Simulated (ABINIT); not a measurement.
The system is SiC (Moissanite).

```
Si C
1.0
     3.07600    0.00000    0.00000
    -1.53800    2.66389    0.00000
     0.00000    0.00000    5.04800
Si C
2 2
Direct
  0.66667 0.33333 0.50000
  0.33333 0.66667 0.00000
  0.66667 0.33333 0.88500
  0.33333 0.66667 0.38500
```

Base run:

| Property | Result |
| --- | --- |
| Program | ABINIT 10.8.3 (patched build) |
| Functional | PBE |
| Potentials or basis | JTH PAW PBE v2.0 |
| Cutoff | 517 eV |
| k mesh | 10 × 10 × 5 |
| Occupations | fermi-dirac, width 0.05 eV |
| Spin | no spin polarisation |

Its results: band gap on the k mesh 2.49 eV, indirect (least direct gap 4.10 eV); pressure 3.1 GPa; largest force 0.740 eV/Å.

**Question.** The run is repeated on the same cell with these changes: potentials or basis from JTH PAW PBE v2.0 to Ansatz NC PBE; cutoff from 517 eV to 1116 eV. What comes out?

**Answer.** Band gap on the k mesh 2.47 eV, indirect (least direct gap 4.07 eV); pressure 3.9 GPa; largest force 0.760 eV/Å.

Caveats: the mesh misses the band edges, which the band path finds closer together.
